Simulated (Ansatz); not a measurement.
A distorted cell of MgF2 (rutile):

```
CELL_PARAMETERS angstrom
      4.69838     0.00000     0.00000
      0.00000     4.69838     0.00000
      0.00000     0.00000     6.18567
ATOMIC_POSITIONS crystal
  Mg 0.99988 0.00012 0.00000
  Mg 0.00012 0.99988 0.50000
  Mg 0.50753 0.50753 0.25000
  Mg 0.49247 0.49247 0.75000
  F  0.30352 0.30364 0.00339
  F  0.30364 0.30352 0.49661
  F  0.80737 0.20021 0.25005
  F  0.79979 0.19263 0.74995
  F  0.20021 0.80737 0.24995
  F  0.19263 0.79979 0.75005
  F  0.69636 0.69648 0.99661
  F  0.69648 0.69636 0.50339
```

Level of theory: PBE (plane waves to 420 eV, PAW, scalar-relativistic; Ansatz, a quantum-chemistry and plane-wave program). k mesh 7×7×6 (Γ-centred), Fermi-Dirac smearing 0.05 eV. Stress and pressure are positive under compression. MgF2 was relaxed with its symmetry unable to fall.

### Question
What forces act on the atoms (eV/Å, Cartesian)?

### Answer
| atom | Fx | Fy | Fz |
|---|---|---|---|
| Mg1 | 0.002 | -0.002 | 0.000 |
| Mg2 | -0.002 | 0.002 | 0.000 |
| Mg3 | -0.151 | -0.151 | 0.000 |
| Mg4 | 0.151 | 0.151 | 0.000 |
| F5 | 0.000 | -0.002 | -0.070 |
| F6 | -0.002 | 0.000 | 0.070 |
| F7 | -0.061 | -0.058 | -0.001 |
| F8 | 0.058 | 0.061 | 0.001 |
| F9 | -0.058 | -0.061 | 0.001 |
| F10 | 0.061 | 0.058 | -0.001 |
| F11 | 0.002 | 0.000 | 0.070 |
| F12 | 0.000 | 0.002 | -0.070 |

(For displaced atoms, the force is minus the slope of the energy, and its curvature is a force constant, which sets phonon frequencies.)
